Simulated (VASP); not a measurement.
# Ta (Im-3m) in VASP: relaxation of cell and atoms with PBE

Aim: the relaxation of cell and atoms of Ta with PBE.

Program: VASP 6.6.1. These are calculated values, not measurements. Logs are shortened: lines on timing, memory, paths and dates and some standing lists are left out, and cuts for length are marked.

### Step 1. The crystal as given

Symmetry: Im-3m, No. 229, cubic system. Conventional cell: a = 3.303 Å, b = 3.303 Å, c = 3.303 Å, α = 90.00°, β = 90.00°, γ = 90.00°. Ta (site symmetry m-3m) is surrounded by 8 Ta at 2.86 Å.

### Step 2. Relaxation of cell and atoms, PBE

INCAR

```
SYSTEM = Ta
ALGO     = Normal         ! electronic algorithm
EDIFF    = 1E-7           ! SCF threshold, eV
EDIFFG   = -0.004         ! ionic threshold
ENCUT    = 600            ! plane-wave cutoff, eV
GGA      = PE             ! functional
IBRION   = 2              ! ionic algorithm
ISIF     = 3              ! what is computed and relaxed
ISMEAR   = 0              ! smearing method
LASPH    = .TRUE.         ! aspherical terms in the spheres
LCHARG   = .FALSE.        ! write CHGCAR
LREAL    = .FALSE.        ! projectors in reciprocal space
LWAVE    = .FALSE.        ! write WAVECAR
NELM     = 60             ! most SCF steps
NSW      = 80             ! ionic steps
PREC     = Accurate       ! precision mode
SIGMA    = 0.1            ! smearing width, eV
```

KPOINTS

```
k-points
0
G
  18 18 18
  0 0 0
```

POSCAR

```
Ta
1.0
   -1.6512800000      1.6512800000      1.6512800000
    1.6512800000     -1.6512800000      1.6512800000
    1.6512800000      1.6512800000     -1.6512800000
Ta
1
Direct
    0.0000000000      0.0000000000      0.0000000000
```

Potentials or basis: VASP PAW PBE potentials, release 64 (Ta_pv).

The run is started by

```bash
$ cat potpaw_PBE.64/Ta_pv/POTCAR > POTCAR
$ mpirun -np 1 vasp_std > vasp.out
```

OUTCAR:

```text
SYSTEM = Ta
   EDIFF = 1E-7
   EDIFFG = -0.004
   ENCUT = 600
   GGA = PE
   IBRION = 2
   ISIF = 3
   ISMEAR = 0
   LASPH = .TRUE.
   LREAL = .FALSE.
   NELM = 60
   NSW = 80
   PREC = Accurate

 ion  position               nearest neighbor table
   1  0.000  0.000  0.000-

  LATTYP: Found a body centered cubic cell.
 ALAT       =     3.3025600000

  Lattice vectors:

 A1 = (  -1.6512800000,   1.6512800000,   1.6512800000)
 A2 = (   1.6512800000,  -1.6512800000,   1.6512800000)
 A3 = (   1.6512800000,   1.6512800000,  -1.6512800000)

Analysis of symmetry for initial positions (statically):
=====================================================================
 Subroutine PRICEL returns:
 Original cell was already a primitive cell.

 Routine SETGRP: Setting up the symmetry group for a
 body centered cubic supercell.

 Subroutine GETGRP returns: Found 48 space group operations
 (whereof 48 operations were pure point group operations)
 out of a pool of 48 trial point group operations.

The static configuration has the point symmetry O_h .

Analysis of symmetry for dynamics (positions and initial velocities):
=====================================================================
 Subroutine PRICEL returns:
 Original cell was already a primitive cell.

 Routine SETGRP: Setting up the symmetry group for a
 body centered cubic supercell.

 Subroutine GETGRP returns: Found 48 space group operations
 (whereof 48 operations were pure point group operations)
 out of a pool of 48 trial point group operations.

The dynamic configuration has the point symmetry O_h .

 Subroutine INISYM returns: Found 48 space group operations
 (whereof 48 operations are pure point group operations),
 and found     1 'primitive' translations

----------------------------------------------------------------------------------------

                                     Primitive cell

  volume of cell :      18.0104

  direct lattice vectors                    reciprocal lattice vectors
    -1.651280000  1.651280000  1.651280000     0.000000000  0.302795407  0.302795407
     1.651280000 -1.651280000  1.651280000     0.302795407  0.000000000  0.302795407
     1.651280000  1.651280000 -1.651280000     0.302795407  0.302795407  0.000000000

  length of vectors
     2.860100858  2.860100858  2.860100858     0.428217371  0.428217371  0.428217371

[... 90 lines left out ...]
   NUPDOWN=      -1.0000    fix difference up-down
   EMIN   =  10.00;   EMAX   =-10.00  energy-range for DOS
   EFERMI =   0.00;   METHOD = LEGACY
   ISMEAR =     0;   SIGMA  =   0.10  broadening in eV -4-tet -1-fermi 0-gaus
   EFERMI_NEDOS =   21; number of points for ismear=-14 and -15
   IALGO  =     38    algorithm
   IMIX   =      4    mixing-type and parameters
     AMIX     =   0.40;   BMIX     =  1.00
     AMIX_MAG =   1.60;   BMIX_MAG =  1.00
  volume/ion in A,a.u.               =      18.01       121.54
  Fermi-wavevector in a.u.,A,eV,Ry     =   1.388988  2.624806 26.249534  1.929286
  Thomas-Fermi vector in A             =   2.513061
   LORBIT       =      0    0 simple, 1 ext, 2 COOP (PROOUT), +10 PAW based schemes
   GGA     = PE    functional components
   LHFCALC =     F    Hartree Fock is set to
   AEXX    =    0.0000 exact exchange contribution
   IVDW    =     0    specifies the selected vdW correction
   LEPSILON=     F    determine dielectric tensor
   LRPA    =     F    only Hartree local field effects (RPA)
 conjugate gradient relaxation of ions
 non-spin polarized calculation
 Gauss-broadening in eV      SIGMA  =   0.10
  energy-cutoff  :      600.00
  volume of cell :       18.01
 maximum number of plane-waves:       619
   NGX = 11   NGY = 11   NGZ = 11

--------------------------------------- Ionic step        1  -------------------------------------------

 number of electron      11.0000002 magnetization

 Free energy of the ion-electron system (eV)
  ---------------------------------------------------
  ext. energy  EPLUGINS =         0.00000000
  ---------------------------------------------------
  free energy    TOTEN  =       -11.81391172 eV

  energy without entropy =      -11.80785592  energy(sigma->0) =      -11.81088382

------------------------ aborting loop because EDIFF is reached ----------------------------------------

  FORCE on cell =-STRESS in cart. coord.  units (eV):
  Direction    XX          YY          ZZ          XY          YZ          ZX
  --------------------------------------------------------------------------------------
  -------------------------------------------------------------------------------------
  Total        0.3460714      0.3460714      0.3460714     -0.0000000     -0.0000000      0.0000000
  in kB       30.7860636     30.7860636     30.7860636     -0.0000000     -0.0000000      0.0000000
  external PRESSURE =      30.7860636 kB  Pullay stress =       0.0000000 kB
[... 57 lines left out ...]
--------------------------------------- Ionic step        3  -------------------------------------------

 number of electron      11.0000001 magnetization

 Free energy of the ion-electron system (eV)
  ---------------------------------------------------
  ext. energy  EPLUGINS =         0.00000000
  ---------------------------------------------------
  free energy    TOTEN  =       -11.81654036 eV

  energy without entropy =      -11.81045160  energy(sigma->0) =      -11.81349598

 E-fermi :   5.3719     XC(G=0): -12.5392

 val. band max:        5.3517888262   @ k =   0.1111   0.1111   0.0000
 cond. band min:       5.3731757204   @ k =   0.3333   0.1667   0.0556
 fundamental gap:      0.0213868942
 Fermi energy:         5.3719124013

 k-point     1 :       0.0000    0.0000    0.0000
  band No.  band energies     occupation
      1     -27.7695      2.00000
      2     -27.7695      2.00000
      3     -27.7695      2.00000
      4      -2.4948      2.00000
      5       6.0969      0.00000
      6       6.0969      0.00000
      7       6.0969      0.00000
      8       9.3155      0.00000
      9       9.3155      0.00000
[... 265 lines left out ...]
 k-point    24 :       0.3889    0.1111    0.0000
  band No.  band energies     occupation
      1     -28.8157      2.00000
      2     -28.1610      2.00000
      3     -27.8249      2.00000
      4       1.4362      2.00000
      5       3.9812      2.00000
      6       5.9766      0.00000
      7       9.0613      0.00000
      8      10.3272      0.00000
      9      13.1108      0.00000

 [... further k-points ...]
[... 5 lines left out ...]
  --------------------------------------------------------------------------------------
  -------------------------------------------------------------------------------------
  Total       -0.0030281     -0.0030281     -0.0030281     -0.0000000      0.0000000     -0.0000000
  in kB       -0.2652350     -0.2652350     -0.2652350     -0.0000000      0.0000000     -0.0000000
  external PRESSURE =      -0.2652350 kB  Pullay stress =       0.0000000 kB
[... 16 lines left out ...]
  FREE ENERGIE OF THE ION-ELECTRON SYSTEM (eV)
  ---------------------------------------------------
  free  energy   TOTEN  =       -11.8165403634 eV

  energy  without entropy=      -11.8104516004  energy(sigma->0) =      -11.81349598

 reached required accuracy - stopping structural energy minimisation
```

OSZICAR:

```text
N       E                     dE             d eps       ncg     rms          rms(c)
DAV:   1     0.511621130036E+02    0.51162E+02   -0.70426E+03  3518   0.130E+03
DAV:   2    -0.115481343413E+02   -0.62710E+02   -0.61871E+02  4448   0.265E+02
DAV:   3    -0.122689227508E+02   -0.72079E+00   -0.70369E+00  4064   0.285E+01
[... 20 lines left out ...]
DAV:   2    -0.118296159842E+02    0.60903E-01   -0.83754E-02  3574   0.372E+00    0.812E-01
DAV:   3    -0.118162662995E+02    0.13350E-01   -0.44323E-02  3646   0.258E+00    0.330E-01
DAV:   4    -0.118165478698E+02   -0.28157E-03   -0.58274E-04  4064   0.279E-01    0.363E-02
DAV:   5    -0.118165405508E+02    0.73191E-05   -0.66871E-05  3664   0.992E-02    0.194E-02
DAV:   6    -0.118165402833E+02    0.26746E-06   -0.12297E-06  3692   0.148E-02    0.234E-03
DAV:   7    -0.118165403634E+02   -0.80109E-07   -0.10590E-08  2064   0.145E-03
   3 F= -.11816540E+02 E0= -.11813496E+02  d E =-.262865E-02
```

CONTCAR:

```text
Ta
   1.00000000000000
    -1.6598199731862007    1.6598199731862007    1.6598199731862007
     1.6598199731862007   -1.6598199731862007    1.6598199731862007
     1.6598199731862007    1.6598199731862007   -1.6598199731862007
  Ta
     1
Direct
     0.0000000000000000    0.0000000000000000    0.0000000000000000

  0.00000000E+00  0.00000000E+00  0.00000000E+00
```

Wall time 20 s (1 thread of Intel Xeon 6975P-C (Granite Rapids), shared host); peak memory 0.18 GiB.

What came out:

| Item | Value |
| --- | --- |
| Free energy | -11.8165 eV |
| Relaxed volume | 18.29 Å³/atom |
| Relaxed cell | a = 2.875 Å, b = 2.875 Å, c = 2.875 Å, α = 109.47°, β = 109.47°, γ = 109.47° |
| Space group after relaxing (to 0.05 Å) | Im-3m (No. 229) |
| Energy gained by relaxing | 2.6 meV/atom |
| Ionic steps | 3 |
| Pressure after relaxing | 0.0 GPa |
| Band gap on the k mesh | none (metal or under the smearing width) |

The path:
| step | energy change (eV) | largest force (eV/Å) | pressure (GPa) | volume (Å³) |
| --- | --- | --- | --- | --- |
| 1 | 0.0000 | 0.0000 | 3.08 | 18.01 |
| 2 | 0.0103 | 0.0000 | -6.29 | 18.93 |
| 3 | -0.0026 | 0.0000 | -0.03 | 18.29 |

Final structure:
```
Ta
1.0
    -1.65982    1.65982    1.65982
     1.65982   -1.65982    1.65982
     1.65982    1.65982   -1.65982
Ta
1
Direct
  0.00000 0.00000 0.00000
```
